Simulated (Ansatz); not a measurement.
Runs of Ansatz 0.2.0 on CdGeAs2. Symmetry: I-42d, No. 122, tetragonal system. Conventional cell: a = 5.978 Å, b = 5.978 Å, c = 11.329 Å, α = 90.00°, β = 90.00°, γ = 90.00°. Around Cd (site symmetry -4) lie 4 As at 2.65 Å. As (site symmetry 2) has 2 Ge at 2.45 Å and 2 Cd at 2.65 Å as nearest neighbours. Around Ge (site symmetry -4) lie 4 As at 2.45 Å. The cell is a database's computed one.

```tsv
task	level	cell	k mesh	points for each segment of the path	gap on the mesh (eV)	pressure (GPa)	relaxed volume (Å³/atom)	largest force (eV/Å)
band structure	HSE06	as given	4 × 4 × 4	4	0.45	-	-	0.03
single point	PBE0	as given	4 × 4 × 4	-	(a)	-	-	0.04
band structure	LDA	as given	6 × 6 × 6	10	0.19	(c)	-	(d)
band structure	PBE	as given	6 × 6 × 6	10	0.19	2.2	-	0.14
band structure	PBEsol	as given	6 × 6 × 6	10	0.19	-0.7	-	0.18
relaxation of cell and atoms	PBE	relaxed	6 × 6 × 6	-	0.18	0.0	26.26	-
relaxation of cell and atoms	LDA	relaxed	6 × 6 × 6	-	(b)	0.0	24.21	-
relaxation of cell and atoms	PBEsol	relaxed	6 × 6 × 6	-	0.20	0.0	24.97	-
```

Alike in all rows: potentials or basis Ansatz PAW; no spin polarisation; cutoff (eV) 420; smearing fermi-dirac 0.05 eV.

Task: Estimate the missing entries.

Result: (a) 0.99; (b) 0.21; (c) -2.6; (d) 0.22.

Caveats: the PAW data sets come from PBE, with cores solved anew for the run's functional, which leaves a small shift of forces and pressure (some runs); the k mesh misses the band edges, so the gap on the mesh is wider than the one along the path (some runs); the plane-wave basis is chosen anew once the cell has moved, so the energies of steps on either side of that aren't comparable (some runs).

A k mesh can miss the band edges, and the runs leave out spin-orbit coupling on As, Cd, Ge.

Not every run made on this cell is shown here.
